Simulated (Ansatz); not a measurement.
Crystal: Bi2Se3 (Paraguanajuatite).

```
Bi Se
1.0
     2.07150    1.19598    9.54533
    -2.07150    1.19598    9.54533
     0.00000   -2.39196    9.54533
Bi Se
2 3
Direct
  0.59920 0.59920 0.59920
  0.40080 0.40080 0.40080
  0.78830 0.78830 0.78830
  0.21170 0.21170 0.21170
  0.00000 0.00000 0.00000
```

```yaml
Program: Ansatz 0.2.0
Task: relaxation of cell and atoms
Functional: PBE
Potentials_or_basis: Ansatz PAW
Cutoff: "420 eV (not typed: the program's choice for these potentials)"
k_mesh: 8 × 8 × 8
Occupations: fermi-dirac, width 0.05 eV
Spin: no spin polarisation
```

At the start: volume 28.38 Å³/atom.

Problem. How do energy, volume and symmetry change on relaxing?

Solution. It ends after 9 steps and the volume is 31.62 Å³/atom (+11.4 %); space group R-3m (No. 166, to 0.05 Å).

The path:
| step | energy change (eV) | largest force (eV/Å) | volume (Å³) |
| --- | --- | --- | --- |
| 1 | 0.0000 | 0.1594 | 141.89 |
| 2 | -0.0284 | 0.3660 | 153.79 |
| 3 | -0.0641 | 0.0370 | 151.43 |
| 4 | -0.0682 | 0.0687 | 151.95 |
| 5 | -0.0761 | 0.0123 | 154.52 |
| 6 | -0.0775 | 0.0010 | 156.57 |
| 7 | -0.0777 | 0.0010 | 157.80 |
| 8 | -0.0777 | 0.0001 | 158.11 |
| 9 | -0.0798 | 0.0006 | 158.11 |

Final structure:
```
CELL_PARAMETERS angstrom
2.09530 1.20972 10.39652
-2.09530 1.20972 10.39652
0.00000 -2.41944 10.39652
ATOMIC_POSITIONS crystal
Bi 0.60415 0.60415 0.60415
Bi 0.39585 0.39585 0.39585
Se 0.77928 0.77928 0.77928
Se 0.22072 0.22072 0.22072
Se 0.00000 0.00000 0.00000
```

Caveat: the plane-wave basis is chosen anew once the cell has moved, so the energies of steps on either side of that aren't comparable.
